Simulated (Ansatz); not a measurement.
P under changes of volume

One of the cells (132.548 Å³/atom); the others are scaled copies at fixed shape and fractional positions:

```
P
1.0
     3.28373    0.00000    0.00000
     0.00000   34.85703    0.00000
     0.00000    0.00000    4.63208
P
4
Direct
  0.50000 0.97026 0.90785
  0.50000 0.02974 0.09215
  0.00000 0.02974 0.40785
  0.00000 0.97026 0.59215
```

```yaml
Program: Ansatz 0.2.0
Functional: LDA
Potentials_or_basis: Ansatz PAW
Cutoff: "420 eV (not typed: the program's choice for these potentials)"
k_mesh: 8 × 1 × 6
Occupations: fermi-dirac, width 0.05 eV
Spin: no spin polarisation
```

| volume (Å³/atom) | energy over the lowest point (meV/atom) | gap on the mesh (eV) | largest force (eV/Å) |
| --- | --- | --- | --- |
| 124.595 | 8.43 | 0.78 | 0.668 |
| 127.246 | 1.95 | 0.81 | 0.470 |
| 129.897 | 0.00 | 0.83 | 0.297 |
| 132.548 | ? | ? | ? |
| 135.199 | 7.83 | 0.85 | 0.173 |
| 137.850 | 16.81 | 0.86 | 0.279 |
| 140.501 | 28.70 | 0.88 | 0.404 |

What does the run at 132.548 Å³/atom give?

Energy over the lowest point 2.10 meV/atom; gap on the mesh 0.84 eV; largest force 0.171 eV/Å.

Worked out: A Birch-Murnaghan fit of order 3 (a polynomial in V^(-2/3)) to the other rows has its minimum at 129.80 Å³/atom with B0 = V·E''(V) = 12.0 GPa and B' = 4.4 at fixed shape and positions, which overstates the stiffness. It gives 2.10 meV/atom at 132.548 Å³/atom, against the run's 2.10. A parabola through the other rows of the gap, of slope 0.741 eV per unit of ln V there, gives 0.84 eV, against the run's 0.84.

Energies are extrapolated to zero smearing.

Caveats: the PAW data sets come from PBE, with cores solved anew for the run's functional, which leaves a small shift of forces and pressure.

A mesh can miss the band edges.
